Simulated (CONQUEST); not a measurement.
Runs of CONQUEST 1.3 on SnSe. Symmetry: Fm-3m, No. 225, cubic system. The conventional cell has a = 6.020 Å, b = 6.020 Å, c = 6.020 Å, α = 90.00°, β = 90.00°, γ = 90.00°. Sn (site symmetry m-3m) is surrounded by 6 Se at 3.01 Å. Se (site symmetry m-3m) has 6 Sn at 3.01 Å as nearest neighbours. Measurements of this composition are mostly on another form, of space group No. 62.

```csv
task,level,potentials or basis,spin,cell,smearing,pressure (GPa),moment (μB)
band structure,PBEsol,"PseudoDojo NC PBEsol, DZP, grid cutoff 100 Ha","collinear, ferrimagnetic start",volume scaled by 0.92,fermi-dirac 0.027 eV,-,0.00
single point,PBEsol,"PseudoDojo NC PBEsol, DZP, grid cutoff 100 Ha","collinear, ferrimagnetic start",volume scaled by 0.92,fermi-dirac 0.027 eV,4.2,0.00
single point,B86bPBE,"PseudoDojo NC PBE, SZP, multi-site functions of range 8 bohr, grid cutoff 100 Ha",off,as given,fermi-dirac 0.05 eV,(a),-
single point,LDA,"PseudoDojo NC LDA, DZP, multi-site functions of range 6.5 bohr, grid cutoff 120 Ha",off,as given,fermi-dirac 0.1 eV,-0.5,-
```

Alike in all rows: k mesh 5 × 5 × 4.

Fill in the values left out.

(a) 4.8.

Caveats: the basis of atomic orbitals isn't converged, which shifts pressures, moduli and gaps; multi-site functions contract the basis, which raises the energy a little and makes forces and stress less exact (some runs); the real-space grid breaks the cell's symmetry a little (some runs); the box holds several primitive cells, so bands are folded and the points are those of the box's own zone (some runs); the potentials were made for another functional, which shifts forces and pressure (some runs); the atomic basis is small (some runs).

Runs at the PBE level aren't shown here.
